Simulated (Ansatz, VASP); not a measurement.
# Y in VASP and in Ansatz

Contents of INCAR:

```
SYSTEM = Y
PREC     = Accurate       ! precision mode
ENCUT    = 520            ! plane-wave cutoff, eV
EDIFF    = 1E-7           ! SCF threshold, eV
ISMEAR   = 0              ! smearing method
SIGMA    = 0.15           ! smearing width, eV
LREAL    = .False.        ! projectors in reciprocal space
LASPH    = .True.         ! aspherical terms in the spheres
NELM     = 100            ! most SCF steps
ALGO     = Normal         ! electronic algorithm
ISIF     = 2              ! what is computed and relaxed
LWAVE    = .False.        ! write WAVECAR
LCHARG   = .True.         ! write CHGCAR
GGA      = PS             ! functional
LELF     = .True.         ! ELF
LVHAR    = .True.       
NBANDS   = 12             ! bands
```

Contents of KPOINTS:

```
Automatic mesh
0
Gamma
  16 16 16
  0 0 0
```

POSCAR

```
Y
1.0
    0.0000000000      2.4850000000      2.4850000000
    2.4850000000      0.0000000000      2.4850000000
    2.4850000000      2.4850000000      0.0000000000
Y
1
Direct
    0.0000000000      0.0000000000      0.0000000000
```

Input for Ansatz:

```yaml
crystal:
  lattice:
    - [0.0, 2.485, 2.485]
    - [2.485, 0.0, 2.485]
    - [2.485, 2.485, 0.0]
  atoms:
    - { symbol: "Y", position: [0.0, 0.0, 0.0] }
basis:
  ecutwfc: 420
kpoints:
  mp_grid: { grid: [16, 16, 16] }
hamiltonian:
  xc: pbesol
scf:
  occupations: { method: gaussian, width: 0.15 }
output:
  forces: true
  stress: true
  eigenvalues: true
```

This isn't the form of Y at room conditions, which is hcp.

Alike in both runs: task single point; functional PBEsol; k mesh 16 × 16 × 16; occupations gaussian, width 0.15 eV; no spin polarisation.

|  | VASP | Ansatz |
| --- | --- | --- |
| version | VASP 6.6.1 | Ansatz 0.2.0 |
| potentials or method | VASP PAW PBE potentials, release 64 (Y_sv) | scalar-relativistic, plane waves, PAW |
| plane-wave cutoff (eV) | 520 | 420 |
| valence electrons in the cell | 11 | 11 |

Ansatz gave:

- gap on the k mesh at the Fermi level (eV): none
- pressure (GPa): 0.2

Question: Which values does VASP return?

Answer: gap on the k mesh at the Fermi level (eV): none; pressure (GPa): 0.1.

A gap of «none» marks a metal or a gap that the smearing closes.

Caveats: the PAW data sets were made with another functional, which shifts forces and pressure a little (VASP).
